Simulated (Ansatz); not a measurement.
# Ti (P6/mmm) in Ansatz: further runs, part 2 of 2

Ansatz 0.2.0. Earlier steps stand in the parts before.

**10. Phonons, PBEsol**

Input file input.yaml:

```yaml
crystal:
  lattice:
    - [4.5673748306, 0.0, 0.0]
    - [-2.2836874153, 3.9554626319, 0.0]
    - [0.0, 0.0, 2.82624427]
  atoms:
    - { symbol: Ti, position: [0.6666666667, 0.3333333333, 0.5] }
    - { symbol: Ti, position: [0.3333333333, 0.6666666667, 0.5] }
    - { symbol: Ti, position: [0.0, 0.0, 0.0] }
hamiltonian:
  xc: pbesol
  pseudopotentials: { kind: paw }
kpoints:
  mp_grid: { grid: [6, 6, 8] }
scf:
  occupations: { method: fermi_dirac, width: 0.05 }
phonons:
  method: dfpt
```

Potentials or basis: Ansatz PAW.

Launch:

```
$ ansatz run input.yaml --threads 2 --pin off --max-ram 5632MiB --backend cpu --events-out ev --progress --plain --runs-dir out
```

Standard output:

```text
Warning: RAYON_NUM_THREADS=2 ignored (pool sized by the plan → 2); use --threads N
zone centre: on kpoints.mp_grid the ground state, and the responses unless they are solved on pairs of k-points, stand on 65 of the mesh's 288 k-points, reduced under 4 symmetry operations, with k and −k counted as one. Each operation leaves every solved displacement unchanged or reverses it
Engine: ansatz 0.2.0, x86_64-unknown-linux-gnu
Pseudopotentials: kind: paw
Pseudopotential: Ti, paw, valence charge 12, recommended cutoff 420 eV (normal), Ti.paw.azcp
Functional definition: PBEsol
  exchange = pbesol_x
  correlation = pbesol_c
Crystal: 3 atoms, lattice volume = 51.059 Å³
Basis set: ecut = 420 eV, 975 PW (Γ), exchange–correlation on 64×64×40 points (8 copies of the dense FFT grid, shifted against one another)
Bands: 22, of which v1, the nominal top of the filled ones, is band 18 counted from 1 (17 counted from 0)
Symmetry: 24 space group operations
k-points: 65 of 288 (irreducible under 4 space group operations, time reversal used)
Non-local potential: Ti, projectors of the file, l = 0: 3, l = 1: 2, l = 2: 3, l = 3: 1
PAW form: soft (Blöchl's): semilocal exchange-correlation on the pseudo side does not see the compensation charge
PAW frozen core: Ti, regenerated for the run's functional, and the local potential with it (the file was generated under x = pbe(κ = 0.804, μ = 0.2195149727645171), c = pbe(β = 0.06672455060314922))
PAW one-centre angular grid: Ti, 590 points (default); XC on 64 Gauss nodes
Initial density: superposition of atomic densities (neutral atoms: chi_scale 0, normalization atom), corrected by the library's trained network
Initial wavefunctions: pseudopotential atomic-orbital guess
Functional: x = pbesol(κ = 0.804, μ = 0.12345679012345678), c = pbesol(β = 0.046)
SCF iter   1: F=—  HF=-7421.739320 eV  |F-HF|=—  |Δ(HF+E_count)|=         —  Δρ=1.30e-2  dr2=9.95e-2  ethr=1.77e-3  ⟨swp⟩=4.1  Hψ=5005  notcnv=0
preconditioner: auto → none  [metal: Δε(μ)=0.060 eV  Ē_g=2.499 eV  σ=0.050 eV  W_gap=0.28  n_scr=8 (ndim 8)  ℏωp=18.0 eV  f_vac=0.000  D(μ)=2.63/eV (n_scr^D=26)  sad-step TF]
SCF iter   2: F=—  HF=-7421.722573 eV  |F-HF|=—  |Δ(HF+E_count)|=   1.67e-2  Δρ=7.12e-3  dr2=3.75e-2  ethr=2.76e-4  ⟨swp⟩=2.0  Hψ=2146  notcnv=0
SCF iter   3: F=—  HF=-7421.716816 eV  |F-HF|=—  |Δ(HF+E_count)|=   5.76e-3  Δρ=5.84e-4  dr2=2.69e-4  ethr=1.04e-4  ⟨swp⟩=2.0  Hψ=1997  notcnv=0
SCF iter   4: F=—  HF=-7421.716848 eV  |F-HF|=—  |Δ(HF+E_count)|=   3.21e-5  Δρ=2.28e-4  dr2=4.06e-5  ethr=7.46e-7  ⟨swp⟩=2.0  Hψ=2074  notcnv=0
SCF iter   5: F=—  HF=-7421.716846 eV  |F-HF|=—  |Δ(HF+E_count)|=   1.35e-6  Δρ=9.28e-5  dr2=3.95e-6  ethr=1.13e-7  ⟨swp⟩=1.8  Hψ=1558  notcnv=0
SCF iter   6: F=—  HF=-7421.716842 eV  |F-HF|=—  |Δ(HF+E_count)|=   4.15e-6  Δρ=2.43e-5  dr2=4.82e-7  ethr=1.10e-8  ⟨swp⟩=2.9  Hψ=2699  notcnv=0
SCF iter   7: F=—  HF=-7421.716840 eV  |F-HF|=—  |Δ(HF+E_count)|=   2.57e-6  Δρ=2.93e-6  dr2=8.60e-9  ethr=1.34e-9  ⟨swp⟩=1.7  Hψ=1491  notcnv=0
SCF iter   8: F=—  HF=-7421.716840 eV  |F-HF|=—  |Δ(HF+E_count)|=  3.80e-10  Δρ=3.52e-7  dr2=4.30e-11  ethr=2.39e-11  ⟨swp⟩=1.8  Hψ=1538  notcnv=0
SCF iter   9: F=-7421.716840 eV  HF=-7421.716840 eV  |F-HF|=0.00e0  |Δ(HF+E_count)|=  1.82e-12  Δρ=5.15e-8  dr2=1.25e-12  ethr=1.00e-12  ⟨swp⟩=5.0  Hψ=5642  notcnv=0
SCF 1 converged in 9 iterations: F = -7421.716840 eV  dr2 = 1.25e-12
DFPT response loops at Γ: preconditioner auto → Kerker (q_TF=auto, 2.574 Å⁻¹) (partly filled bands, converged f_vac=0.000); β = 1.00, the filter's whole step (`scf.mixing.beta` (0.50) is not read by the response loops under this deck's `scf.mixing.preconditioner`; to damp them name `kerker` or `kerker_dos`, under which they read `scf.mixing.beta`, and type it under 1.00, their step now; both keys bind the ground state too); Broyden in place of MSR1
SCF converged after 9 iterations
Free energy (F): -7421.716840 eV
Harris-Foulkes:  -7421.716840 eV  (|F-HF|=0.00e0)
Internal energy: -7421.691534 eV  (E = F + TS)
E sigma→0 (E₀):  -7421.704187 eV
Entropy (-TS):   -0.025305 eV (-8.435 meV/atom)
Fermi energy:    13.452302 eV
--- Per-component energies (eV) ---
  E_band       = -462.807920
  E_kinetic    = 817.515120
  E_local      = -2415.737990  (includes V_loc(G=0)·N_el)
  E_nonlocal   = 28.301329
  E_hartree    = 991.791025
  E_xc         = -290.252499
  E_vxc        = -364.718447  (∫ρ·V_xc dr)
  E_paw        = -3067.614968  (= ΣΔE_a)
  E_vpaw       = -511.750358  (= ΣTr[D̂ρ^β])
  E_aug_tail   = 0.000343  (compensation charges beyond the density's cutoff)
  E_ewald      = -3486.112046
  E_core_change = 0.418153  (= ΣΔE_core)
  E_smearing   = -0.025305  (= −TS)
  E_closure    = -0.000000  (closes the sum)
  Σ components = -7421.716840   (vs F -7421.716840, Δ=0.00e0)
--- Band table (eV; the first three rows and the last of 65) ---
  k-point 0: bands = ["-43.1475", "-42.8913", "-42.7209", "-19.5782", "-19.5782", "-19.4829", "-19.4829", "-19.1897", "-18.9887", "-18.9058", "-18.8678", "-18.8678", "7.3542", "11.4843", "12.7441", "12.7441", "12.8413", "12.8413", "13.4242", "14.1318", "14.7548", "14.7548"]
  k-point 1: bands = ["-43.1371", "-42.8849", "-42.7129", "-19.5633", "-19.5633", "-19.4735", "-19.4735", "-19.2534", "-19.0663", "-18.9703", "-18.8690", "-18.8690", "7.7067", "11.7518", "12.5158", "12.5158", "12.6762", "12.6762", "13.8893", "14.4349", "14.6614", "14.6614"]
  k-point 2: bands = ["-43.1117", "-42.8695", "-42.6935", "-19.5262", "-19.5262", "-19.4509", "-19.4509", "-19.4032", "-19.2525", "-19.1241", "-18.8730", "-18.8730", "8.6812", "11.9987", "11.9987", "12.2859", "12.3032", "12.3032", "14.6290", "14.6290", "14.9789", "14.9789"]
  k-point 64: bands = ["-43.0749", "-42.7878", "-42.7271", "-19.7089", "-19.6258", "-19.5177", "-19.4041", "-19.3543", "-19.3007", "-19.2387", "-19.0292", "-18.8182", "10.9001", "11.4318", "11.9353", "12.2911", "12.5075", "12.7610", "13.8052", "14.0532", "14.3412", "15.0816"]
--- Phonons (Γ-DFPT): 4 representative perturbations + reference, on 65 of 288 k-points (Σ response iterations 12) ---
  k mesh reduced under 4 symmetry operations, with k and −k counted as one. Each operation leaves every solved displacement unchanged or reverses it
  ASR residual: 7.365e-4 → 0.000e0 eV/Å²; symmetrization residual: 1.979e-6 eV/Å²
  ASR residual per site (eV/Å²): 7.36e-4 7.36e-4 5.59e-4
  Γ frequencies (cm⁻¹): 0.00 0.00 0.00 137.67 141.67 141.67 179.05 179.05 216.70
  non-analytic LO–TO correction: not included (Born effective charges unavailable; polar crystals: no LO–TO splitting at Γ)
```

second_order_force_constants.tsv:

```text
# format = ansatz-second-order-force-constants/2
# a1_ang = 4.567374830596971e0 0e0 0e0
# a2_ang = -2.2836874152984854e0 3.955462631902624e0 0e0
[... 50 lines left out ...]
1	1	0	0	0	1	3.4105492012043825e0	-0e0	-0e0	-0e0	3.4105492012043825e0	-0e0	-0e0	-0e0	3.0458051771513155e0
1	2	0	0	0	2	-1.1776666154147009e0	0e0	0e0	0e0	-1.1776666154147006e0	0e0	0e0	0e0	-2.755355239239403e0
2	0	0	0	0	0	-1.1776666154147009e0	-5.259072701473412e-31	0e0	-5.259072701473412e-31	-1.1776666154147009e0	0e0	0e0	0e0	-2.755355239239403e0
2	1	0	0	0	1	-1.1776666154147009e0	0e0	0e0	0e0	-1.1776666154147006e0	0e0	0e0	0e0	-2.755355239239403e0
2	2	0	0	0	2	2.3553332308294017e0	5.259072701473412e-31	-0e0	5.259072701473412e-31	2.3553332308294017e0	-0e0	-0e0	-0e0	5.510710478478806e0
```

It took 7.7 s on 2 threads of AMD EPYC 9R45 (Zen 5), shared host; peak memory 0.6 GiB.

Results:

* Free energy: -7421.7168 eV
* Band gap on the k mesh: none (metal or under the smearing width)
* Highest phonon frequency at Γ: 217 cm⁻¹

Levels at points of the mesh, in eV from the Fermi level:
| k point | band 15 | band 16 | band 17 | band 18 | band 19 | band 20 | band 21 | band 22 |
| --- | --- | --- | --- | --- | --- | --- | --- | --- |
| (0.00, 0.00, 0.00) | -0.71 | -0.71 | -0.61 | -0.61 | -0.03 | 0.68 | 1.30 | 1.30 |
| (0.00, 0.00, -0.50) | -2.10 | -1.73 | -1.63 | -1.63 | 1.06 | 1.06 | 1.25 | 1.25 |
| (0.00, -0.50, 0.00) | -2.64 | -0.42 | -0.40 | -0.36 | 0.06 | 0.53 | 1.04 | 1.13 |
| (0.00, -0.50, -0.50) | -1.71 | -1.17 | -0.68 | -0.64 | 0.36 | 0.82 | 0.94 | 1.05 |
| (-0.50, 0.00, 0.00) | -2.64 | -0.42 | -0.40 | -0.36 | 0.06 | 0.53 | 1.04 | 1.13 |
| (-0.50, 0.00, -0.50) | -1.71 | -1.17 | -0.68 | -0.64 | 0.36 | 0.82 | 0.94 | 1.05 |

Phonon frequencies in cm⁻¹ (negative: imaginary):
| q point | frequencies |
| --- | --- |
| (0.000, 0.000, 0.000) | 0 0 0 138 142 142 179 179 217 |

Caveat: the PAW data sets come from PBE, with cores solved anew for the run's functional, which leaves a small shift of forces and pressure.
